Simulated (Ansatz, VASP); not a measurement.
## Ir in VASP and in Ansatz

```
Ir
1.0
     0.03839    1.93890    1.93890
     1.93890    0.03839    1.93890
     1.93890    1.93890    0.03839
Ir
1
Direct
  0.00000 0.00000 0.00000
```

Change from the starting cell: equal xy, yz and zx shear strains of +2 %.

Alike in both runs: task single point; functional PBEsol; k mesh 15 × 15 × 15; occupations fermi-dirac, width 0.05 eV; no spin polarisation.

```csv
,VASP,Ansatz
version,VASP 6.6.1,Ansatz 0.2.0
potentials or method,"VASP PAW PBE potentials, release 64 (Ir), cutoff 520 eV","all-electron LAPW, scalar-relativistic"
```

VASP gave:

* pressure (GPa): -1.2
* largest component of the traceless stress (GPa): 5.64

Estimate Ansatz's values.

pressure (GPa): -2.2; largest component of the traceless stress (GPa): 5.62.

Ansatz ran all-electron here, so the differences hold the error of VASP's frozen core and of both bases.

Caveats: the PAW data sets were made with another functional, which shifts forces and pressure a little (VASP). Spin-orbit coupling is left out, which matters for the levels of Ir.
